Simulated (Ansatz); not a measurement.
Crystal: TiCo.

```
Co Ti
1.0
     2.98611    0.00000    0.00000
     0.00000    2.98611    0.00000
     0.00000    0.00000    2.98611
Co Ti
1 1
Direct
  0.50000 0.50000 0.50000
  0.00000 0.00000 0.00000
```

The cell comes from a database or a generator and needn't be the stable form of this composition.

| Property | Result |
| --- | --- |
| Program | Ansatz 0.2.0 |
| Task | relaxation of cell and atoms |
| Functional | PBE0 |
| Potentials or basis | Ansatz PAW |
| Cutoff | 420 eV (not typed: the program's choice for these potentials) |
| k mesh | 5 × 5 × 5 |
| Occupations | fermi-dirac, width 0.05 eV |
| Spin | collinear spin, ferromagnetic start |
| Starting moments | [2.0, 1.0] μB |

At the start: volume 13.31 Å³/atom.

Q: How do energy, volume and symmetry change on relaxing?

A: It ends after 4 steps and the volume is 13.77 Å³/atom (+3.4 %); space group Pm-3m (No. 221, to 0.05 Å); moment 1.00 μB per cell.

The path:
```csv
step,energy change (eV),largest force (eV/Å),volume (Å³)
1,0.0000,0.0000,26.63
2,-0.0139,0.0000,27.48
3,-0.0139,0.0000,27.53
4,-0.0150,0.0000,27.53
```

Final structure:
```yaml
crystal:
  lattice:
    - [3.01951, 0.00000, 0.00000]
    - [0.00000, 3.01951, 0.00000]
    - [0.00000, 0.00000, 3.01951]
  atoms:
    - { symbol: Co, position: [0.50000, 0.50000, 0.50000] }
    - { symbol: Ti, position: [0.00000, 0.00000, 0.00000] }
```

Caveat: the k mesh is coarse (spacing up to 0.42 Å⁻¹), so the values aren't converged, least of all with exact exchange; the magnetic or orbital state may not be the lowest; the plane-wave basis is chosen anew once the cell has moved, so the energies of steps on either side of that aren't comparable; the PAW data sets come from PBE, with cores solved anew for the run's functional, which leaves a small shift of forces and pressure; the starting moments weren't kept.
